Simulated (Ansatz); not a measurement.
# La under changes of volume

One of the cells (36.962 Å³/atom); the others are scaled copies at fixed shape and fractional positions:

```
La
1.0
     3.75000    0.00000    0.00000
    -1.87500    3.24760    0.00000
     0.00000    0.00000    6.07000
La
2
Direct
  0.66667 0.33333 0.75000
  0.33333 0.66667 0.25000
```

This isn't the form of La at room conditions, which is double hcp.

```yaml
Program: Ansatz 0.2.0
Functional: PBEsol
Potentials_or_basis: Ansatz PAW
Cutoff: "420 eV (not typed: the program's choice for these potentials)"
k_mesh: 8 × 8 × 5
Occupations: fermi-dirac, width 0.05 eV
Spin: no spin polarisation
```

```tsv
volume (Å³/atom)	energy over the lowest point (meV/atom)	pressure (GPa)
34.744	0.00	0.0
35.483	1.31	-0.5
36.222	4.81	-1.0
36.962	10.52	-1.5
37.701	18.38	-1.9
38.440	?	?
39.179	40.10	-2.8
```

Task: What does the run at 38.440 Å³/atom give?

Result: Energy over the lowest point 28.29 meV/atom; pressure -2.4 GPa.

Worked out: A Birch-Murnaghan fit of order 3 (a polynomial in V^(-2/3)) to the other rows has its minimum at 34.69 Å³/atom, just outside them, with B0 = V·E''(V) = 23 GPa (rough, since the energies scatter) at fixed shape and positions, which overstates the stiffness. It gives 28.25 meV/atom at 38.440 Å³/atom, against the run's 28.29, and -dE/dV = -2.4 GPa, against -2.4.

Energies are extrapolated to zero smearing.

Caveats: the PAW data sets come from PBE, with cores solved anew for the run's functional, which leaves a small shift of forces and pressure.
